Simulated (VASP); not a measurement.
## Ru: equation of state with r2SCAN

The system is Ru.

```xyz
2
Lattice="2.7148 0.0000 0.0000 -1.3574 2.3511 0.0000 0.0000 0.0000 4.2498" Properties=species:S:1:pos:R:3 pbc="T T T"
Ru    1.3574    0.7837    3.1874
Ru    0.0000    1.5674    1.0625
```

| Item | Value |
| --- | --- |
| Program | VASP 6.6.1 |
| Task | equation of state |
| Functional | r2SCAN |
| Potentials or basis | VASP PAW PBE potentials, release 64 (Ru_pv) |
| Cutoff | 520 eV |
| k mesh | 10 × 10 × 6 |
| Occupations | fermi-dirac, width 0.05 eV |
| Spin | no spin polarisation |
| Ladder | gaps |
| Further INCAR settings | ALGO = Normal; EDIFF = 1e-07 |

- Equilibrium volume: 13.57 Å³/atom
- Bulk modulus at fixed shape and positions: 338 GPa
- Pressure derivative of the bulk modulus: 4.8 (rough: it moves with the points fitted)

Energy against volume, from the lowest point:
```
volume (Å³/atom)  energy (meV/atom)
          13.021              25.15
          13.292               6.13
          13.563               0.00
          13.834               5.36
          14.106              20.95
```

All runs of the series together: 5.1 min on 1 thread of Intel(R) Xeon(R) 6975P-C (Granite Rapids), with other jobs on the host.

Caveat: the cell was scaled at fixed shape and fractional positions, which overstates the stiffness of a crystal with free parameters, most of all of layers and chains; the PAW data sets were made with another functional, which shifts forces and pressure a little.
